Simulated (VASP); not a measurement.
# Ti (Fm-3m) in VASP: further runs

The runs below take Ti through single point, with PBE, revPBE.

Program: VASP 6.6.1. These are calculated values, not measurements. Logs are shortened: lines on timing, memory, paths and dates and some standing lists are left out, and cuts for length are marked.

## Step 1: Starting point

It takes space group Fm-3m (No. 225, cubic). The conventional cell has a = 4.060 Å, b = 4.060 Å, c = 4.060 Å, α = 90.00°, β = 90.00°, γ = 90.00°. Ti (site symmetry m-3m) is surrounded by 12 Ti at 2.87 Å.

This isn't the form of Ti at room conditions, which is hcp.

## Step 2: Single point, PBE

INCAR reads:

```
SYSTEM = Ti
  PREC = Accurate
  ENCUT = 520
  EDIFF = 1E-6
  ISMEAR = -1
  SIGMA = 0.02
  LREAL = .FALSE.
  LASPH = .TRUE.
  NELM = 100
  ALGO = Fast
  ISIF = 2
  LWAVE = .FALSE.
  LCHARG = .TRUE.
  GGA = PE
  LELF = .TRUE.
  LVHAR = .TRUE.
  NBANDS = 12
```

KPOINTS reads:

```
Automatic mesh
0
G
  8 8 8
  0 0 0
```

POSCAR reads:

```
Ti
1.0
    0.0000000000      2.0300000000      2.0300000000
    2.0300000000      0.0000000000      2.0300000000
    2.0300000000      2.0300000000      0.0000000000
Ti
1
Direct
    0.0000000000      0.0000000000      0.0000000000
```

Potentials or basis: VASP PAW PBE potentials, release 64 (Ti_sv).

Launch:

```sh
$ cat potpaw_PBE.64/Ti_sv/POTCAR > POTCAR
$ mpirun -np 1 vasp_std > vasp.out
```

OUTCAR:

```text
SYSTEM = Ti
   PREC = Accurate
   ENCUT = 520
   EDIFF = 1E-6
   ISMEAR = -1
   LREAL = .FALSE.
   LASPH = .TRUE.
   NELM = 100
   ISIF = 2
   GGA = PE

 ion  position               nearest neighbor table
   1  0.000  0.000  0.000-

  LATTYP: Found a face centered cubic cell.
 ALAT       =     4.0600000000

  Lattice vectors:

 A1 = (   0.0000000000,   2.0300000000,   2.0300000000)
 A2 = (   2.0300000000,   0.0000000000,   2.0300000000)
 A3 = (   2.0300000000,   2.0300000000,   0.0000000000)

Analysis of symmetry for initial positions (statically):
=====================================================================
 Subroutine PRICEL returns:
 Original cell was already a primitive cell.

 Routine SETGRP: Setting up the symmetry group for a
 face centered cubic supercell.

 Subroutine GETGRP returns: Found 48 space group operations
 (whereof 48 operations were pure point group operations)
 out of a pool of 48 trial point group operations.

The static configuration has the point symmetry O_h .

Analysis of symmetry for dynamics (positions and initial velocities):
=====================================================================
 Subroutine PRICEL returns:
 Original cell was already a primitive cell.

 Routine SETGRP: Setting up the symmetry group for a
 face centered cubic supercell.

 Subroutine GETGRP returns: Found 48 space group operations
 (whereof 48 operations were pure point group operations)
 out of a pool of 48 trial point group operations.

The dynamic configuration has the point symmetry O_h .

 Subroutine INISYM returns: Found 48 space group operations
 (whereof 48 operations are pure point group operations),
 and found     1 'primitive' translations

----------------------------------------------------------------------------------------

                                     Primitive cell

  volume of cell :      16.7309

  direct lattice vectors                    reciprocal lattice vectors
     0.000000000  2.030000000  2.030000000    -0.246305419  0.246305419  0.246305419
     2.030000000  0.000000000  2.030000000     0.246305419 -0.246305419  0.246305419
     2.030000000  2.030000000  0.000000000     0.246305419  0.246305419 -0.246305419

  length of vectors
     2.870853532  2.870853532  2.870853532     0.426613499  0.426613499  0.426613499

  position of ions in fractional coordinates (direct lattice)
     0.000000000  0.000000000  0.000000000

  ion indices of the primitive-cell ions
   primitive index   ion index
                 1           1

----------------------------------------------------------------------------------------

 KPOINTS: Automatic mesh

Automatic generation of k-mesh.
 Grid dimensions read from file:
 generate k-points for:    8    8    8

 Generating k-lattice:

  Cartesian coordinates                     Fractional coordinates (reciprocal lattice)
    -0.030788177  0.030788177  0.030788177     0.125000000  0.000000000  0.000000000
     0.030788177 -0.030788177  0.030788177     0.000000000  0.125000000  0.000000000
     0.030788177  0.030788177 -0.030788177     0.000000000  0.000000000  0.125000000

  Length of vectors
     0.053326687  0.053326687  0.053326687

  Shift w.r.t. Gamma in fractional coordinates (k-lattice)
     0.000000000  0.000000000  0.000000000

 Subroutine IBZKPT returns following result:
 ===========================================

 Found     29 irreducible k-points:

 Following reciprocal coordinates:
            Coordinates               Weight
  0.000000  0.000000  0.000000      1.000000
  0.125000  0.000000  0.000000      8.000000
  0.250000  0.000000  0.000000      8.000000
  0.375000  0.000000  0.000000      8.000000
  0.500000  0.000000  0.000000      4.000000
  0.125000  0.125000  0.000000      6.000000
[... 16 lines left out ...]
  0.500000  0.250000  0.125000     48.000000
 -0.375000  0.250000  0.125000     24.000000
 [... further k-points ...]
   k-points           NKPTS =     29   k-points in BZ     NKDIM =     29   number of bands    NBANDS=     12
   number of dos      NEDOS =    301   number of ions     NIONS =      1
   total plane-waves  NPLWV =  13824
   dimension x,y,z NGX =    24 NGY =   24 NGZ =   24
   dimension x,y,z NGXF=    48 NGYF=   48 NGZF=   48
   ions per type =               1
   NGX,Y,Z   is equivalent  to a cutoff of  13.90, 13.90, 13.90 a.u.
   NGXF,Y,Z  is equivalent  to a cutoff of  27.80, 27.80, 27.80 a.u.
 SYSTEM =  Ti
   PREC   = accura    normal or accurate (medium, high low for compatibility)
   ISTART =      0    job   : 0-new  1-cont  2-samecut
   ICHARG =      2    charge: 1-file 2-atom 10-const
   ISPIN  =      1    spin polarized calculation?
   LNONCOLLINEAR =      F non collinear calculations
   LSORBIT =      F    spin-orbit coupling
   LASPH  =      T    aspherical Exc in radial PAW
   ENCUT  =  520.0 eV  38.22 Ry    6.18 a.u.   5.34  5.34  5.34*2*pi/ulx,y,z
   NELM   =    100;   NELMIN=  2; NELMDL= -5     # of ELM steps
   EDIFF  = 0.1E-05   stopping-criterion for ELM
   LREAL  =      F    real-space projection
   EDIFFG = 0.1E-04   stopping-criterion for IOM
   NSW    =      0    number of steps for IOM
   IBRION =     -1    ionic relax: 0-MD 1-quasi-New 2-CG
   NFREE  =      0    steps in history (QN), initial steepest desc. (CG)
   ISIF   =      2    stress and relaxation
   ISYM   =      2    0-nonsym 1-usesym 2-fastsym
   POTIM  = 0.5000    time-step for ionic-motion
   TEBEG  =    0.0;   TEEND  =   0.0 temperature during run
   PSTRESS=    0.0 pullay stress
   NELECT =      12.0000    total number of electrons
   NUPDOWN=      -1.0000    fix difference up-down
   EMIN   =  10.00;   EMAX   =-10.00  energy-range for DOS
   EFERMI =   0.00;   METHOD = LEGACY
   ISMEAR =    -1;   SIGMA  =   0.02  broadening in eV -4-tet -1-fermi 0-gaus
   EFERMI_NEDOS =   21; number of points for ismear=-14 and -15
   IALGO  =     68    algorithm
   IMIX   =      4    mixing-type and parameters
     AMIX     =   0.40;   BMIX     =  1.00
     AMIX_MAG =   1.60;   BMIX_MAG =  1.00
  volume/ion in A,a.u.               =      16.73       112.91
  Fermi-wavevector in a.u.,A,eV,Ry     =   1.465421  2.769245 29.217967  2.147460
  Thomas-Fermi vector in A             =   2.581280
   LORBIT       =      0    0 simple, 1 ext, 2 COOP (PROOUT), +10 PAW based schemes
   GGA     = PE    functional components
   LHFCALC =     F    Hartree Fock is set to
   AEXX    =    0.0000 exact exchange contribution
   IVDW    =     0    specifies the selected vdW correction
   LEPSILON=     F    determine dielectric tensor
   LRPA    =     F    only Hartree local field effects (RPA)
 non-spin polarized calculation
 RMM-DIIS sequential band-by-band and
  energy-cutoff  :      520.00
  volume of cell :       16.73
 maximum number of plane-waves:       464
 NGX is ok and might be reduce to    24
   NGX = 11   NGY = 11   NGZ = 11

 number of electron      12.0000002 magnetization

 Free energy of the ion-electron system (eV)
  ---------------------------------------------------
  ext. energy  EPLUGINS =         0.00000000
  ---------------------------------------------------
  free energy    TOTEN  =        -7.76751152 eV

  energy without entropy =       -7.76615440  energy(sigma->0) =       -7.76683296

 E-fermi :   8.6708     XC(G=0): -11.6783

 val. band max:        8.5825547026   @ k =  -0.2500   0.2500   0.0000
 cond. band min:       8.6855672259   @ k =   0.2500   0.0000   0.0000
 fundamental gap:      0.1030125232
 Fermi energy:         8.6708086694

 k-point     1 :       0.0000    0.0000    0.0000
  band No.  band energies     occupation
      1     -48.0418      2.00000
      2     -23.8552      2.00000
      3     -23.8552      2.00000
      4     -23.8552      2.00000
      5       2.4409      2.00000
      6       9.5085      0.00000
      7       9.5085      0.00000
      8       9.5085      0.00000
      9      11.2235      0.00000
     10      11.2235      0.00000
     11      24.0727      0.00000
     12      28.7435      0.00000

 k-point     2 :       0.1250    0.0000    0.0000
  band No.  band energies     occupation
      1     -48.0213      2.00000
      2     -23.9694      2.00000
      3     -23.8694      2.00000
      4     -23.8694      2.00000
      5       2.9536      2.00000
      6       9.2079      0.00000
      7       9.6756      0.00000
      8       9.6756      0.00000
      9      11.1279      0.00000
     10      11.1279      0.00000
     11      24.3661      0.00000
     12      26.0435      0.00000

 k-point     3 :       0.2500    0.0000    0.0000
  band No.  band energies     occupation
      1     -47.9714      2.00000
      2     -24.2392      2.00000
      3     -23.9035      2.00000
      4     -23.9035      2.00000
      5       4.2784      2.00000
      6       8.6856      0.64691
      7       9.7767      0.00000
      8       9.7767      0.00000
      9      11.2971      0.00000
     10      11.2971      0.00000
     11      21.9458      0.00000
     12      24.8781      0.00000
[... 286 lines left out ...]
 k-point    23 :       0.5000    0.2500    0.1250
  band No.  band energies     occupation
      1     -47.8936      2.00000
      2     -24.4423      2.00000
      3     -24.1222      2.00000
      4     -23.9903      2.00000
      5       6.5383      2.00000
      6       7.9804      2.00000
      7       8.7298      0.09975
      8      10.4285      0.00000
      9      11.7281      0.00000
     10      13.3987      0.00000
     11      19.1366      0.00000
     12      22.3629      0.00000

 k-point    24 :      -0.3750    0.2500    0.1250
  band No.  band energies     occupation
      1     -47.8767      2.00000
      2     -24.5021      2.00000
      3     -24.1481      2.00000
      4     -24.0130      2.00000
      5       6.9929      2.00000
      6       7.8245      2.00000
      7       8.8890      0.00004
      8      10.2537      0.00000
      9      12.1885      0.00000
     10      14.4419      0.00000
     11      16.9894      0.00000
     12      22.5317      0.00000

 [... further k-points ...]

------------------------ aborting loop because EDIFF is reached ----------------------------------------

  FORCE on cell =-STRESS in cart. coord.  units (eV):
  Direction    XX          YY          ZZ          XY          YZ          ZX
  --------------------------------------------------------------------------------------
  -------------------------------------------------------------------------------------
  Total        0.4202979      0.4202979      0.4202979     -0.0000000      0.0000000      0.0000000
  in kB       40.2484993     40.2484993     40.2484993     -0.0000000      0.0000000      0.0000000
  external PRESSURE =      40.2484993 kB  Pullay stress =       0.0000000 kB

 VOLUME and BASIS-vectors are now :
 -----------------------------------------------------------------------------
  energy-cutoff  :      520.00
  volume of cell :       16.73
      direct lattice vectors                 reciprocal lattice vectors
     0.000000000  2.030000000  2.030000000    -0.246305419  0.246305419  0.246305419
     2.030000000  0.000000000  2.030000000     0.246305419 -0.246305419  0.246305419
     2.030000000  2.030000000  0.000000000     0.246305419  0.246305419 -0.246305419

 POSITION                                       TOTAL-FORCE (eV/Angst)
 -----------------------------------------------------------------------------------
      0.00000      0.00000      0.00000        -0.000000     -0.000000     -0.000000
 -----------------------------------------------------------------------------------
    total drift:                               -0.000000      0.000000      0.000000

  FREE ENERGIE OF THE ION-ELECTRON SYSTEM (eV)
  ---------------------------------------------------
  free  energy   TOTEN  =        -7.7675115190 eV

  energy  without entropy=       -7.7661544018  energy(sigma->0) =       -7.76683296
```

It took 14 s on 1 thread of Intel Xeon Platinum 8375C at 2.90GHz (Ice Lake), shared host; peak memory 0.13 GiB.

Results:

| Property | Result |
| --- | --- |
| Free energy | -7.7675 eV |
| Pressure | 4.0 GPa |
| Band gap on the k mesh | none (metal or under the smearing width) |

(Continued in part 2 of 3.)
